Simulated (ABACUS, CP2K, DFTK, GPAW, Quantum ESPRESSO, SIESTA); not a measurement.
# The equilibrium volume of Mo, sorted by core time

**What was measured.** The equilibrium volume of Mo (Im-3m) is reported as 15.59 Å³/atom (pmc:5456621, doi:10.3390/ma9100834). The runs below try to reproduce it.

Symmetry: Im-3m, No. 229, cubic system. The conventional cell has a = 3.168 Å, b = 3.168 Å, c = 3.168 Å, α = 90.00°, β = 90.00°, γ = 90.00°. Mo (site symmetry m-3m) is surrounded by 8 Mo at 2.74 Å.

```tsv
rung	level	program and potentials	cutoff (eV)	k mesh	smearing	task	core time	chip	equilibrium volume (Å³/atom)	miss	notes
LDA	LDA	Quantum ESPRESSO, GBRV 1.5 LDA	612	12 × 12 × 12	fermi-dirac 0.05	equation of state	67 s	Intel Xeon Platinum 8375C Ice Lake	15.06	-3.4 %	-
GGA	PBEsol	GPAW, PAW data sets generated for this functional	600	12 × 12 × 12	fermi-dirac 0.05	equation of state	70 s	Arm Neoverse V1	15.30	-1.9 %	-
GGA	PBEsol	Quantum ESPRESSO, GBRV 1.5 PBEsol	612	12 × 12 × 12	fermi-dirac 0.05	equation of state	72 s	Intel Xeon Platinum 8375C Ice Lake	15.30	-1.9 %	-
GGA	PBE	ABACUS, PseudoDojo NC SR 0.4.1 PBE standard, plane waves	1102	12 × 12 × 12	fermi-dirac 0.05	equation of state	76 s	Intel Xeon 6975P-C Granite Rapids	15.80	+1.3 %	-
GGA	BLYP	SIESTA, files PseudoDojo sr-pbe-0.4.1-standard, DZP (energy shift 0.003 Ry; two zetas on semicore shells)	-	12 × 12 × 12	fermi-dirac 0.05	relaxation of cell and atoms	1.7 min	Intel Xeon 6975P-C Granite Rapids	16.59	+6.4 %	atomic basis; potentials made for PBE
GGA	PBEsol	ABACUS, PseudoDojo NC SR 0.4.1 PBEsol standard, plane waves	1102	12 × 12 × 12	fermi-dirac 0.05	equation of state	1.7 min	Intel Xeon Platinum 8375C Ice Lake	15.34	-1.6 %	-
non-local van der Waals functional	vdW-DF-cx	SIESTA, files PseudoDojo sr-pbe-0.4.1-standard, DZP (energy shift 0.003 Ry; two zetas on semicore shells)	-	12 × 12 × 12	fermi-dirac 0.05	relaxation of cell and atoms	2.6 min	Intel Xeon 6975P-C Granite Rapids	15.57	-0.1 %	atomic basis; potentials made for PBE
GGA	PBEsol	SIESTA, files PseudoDojo sr-pbesol-0.4.1-standard, DZP (energy shift 0.003 Ry; two zetas on semicore shells)	-	12 × 12 × 12	fermi-dirac 0.05	equation of state	6.2 min	Arm Neoverse V1	15.51	-0.5 %	atomic basis
GGA	PBEsol	DFTK, PseudoDojo SR PBEsol 0.4.1 standard (PBEsol)	1088	12 × 12 × 12	fermi-dirac 0.05	equation of state	6.5 min	AMD EPYC 7R43 Zen 3	15.34	-1.6 %	-
GGA	PBE	SIESTA, files PseudoDojo sr-pbe-0.4.1-standard, TZDP (energy shift 0.003 Ry; two zetas on semicore shells)	-	12 × 12 × 12	fermi-dirac 0.05	equation of state	9.4 min	Intel Xeon 6975P-C Granite Rapids	15.91	+2.1 %	atomic basis
GGA	PBEsol	CP2K, POTENTIAL_UZH Mo GTH-PBE-q14; TZVP-MOLOPT-PBE-GTH basis	-	12 × 12 × 12	fermi-dirac 0.05	equation of state	10 min	Arm Neoverse V2	15.48	-0.7 %	atomic basis; potentials made for PBE
meta-GGA	r2SCAN	CP2K, POTENTIAL_UZH Mo GTH-SCAN-q14; TZVP-MOLOPT-SCAN-GTH basis	-	12 × 12 × 12	fermi-dirac 0.026	equation of state	30 min	Arm Neoverse N1	15.76	+1.1 %	atomic basis
```

Times are single runs on shared hosts and different chips, so they are rough; meshes, cutoffs and the tasks' sizes weigh on the time. All rows: no spin polarisation. Smearing widths are in eV. For a metal such meshes aren't converged. Meshes are those of the run's cell of 1 atom unless a note names another. Relaxations start from the cell shown or near it and stop with a little pressure left. The cell shown, of 15.89 Å³ an atom, is the runs' start and not the measured value. Misses use the values as printed. Runs on faulty files, with rough fits or with known faults for this quantity aren't shown. No row holds spin-orbit coupling.

By rung: LDA 15.06; GGA 15.30 to 15.80; GGA in atomic bases 15.48 to 16.59; non-local van der Waals functional in atomic bases 15.57; meta-GGA in atomic bases 15.76 (Å³/atom). Measured: 15.59 Å³/atom (pmc:5456621, doi:10.3390/ma9100834). Closest, coarse meshes and atomic bases left aside, is PBE with ABACUS, PseudoDojo NC SR 0.4.1 PBE standard, plane waves (+1.3 %). The runs are for a static lattice, while measurements hold temperature and zero-point motion.
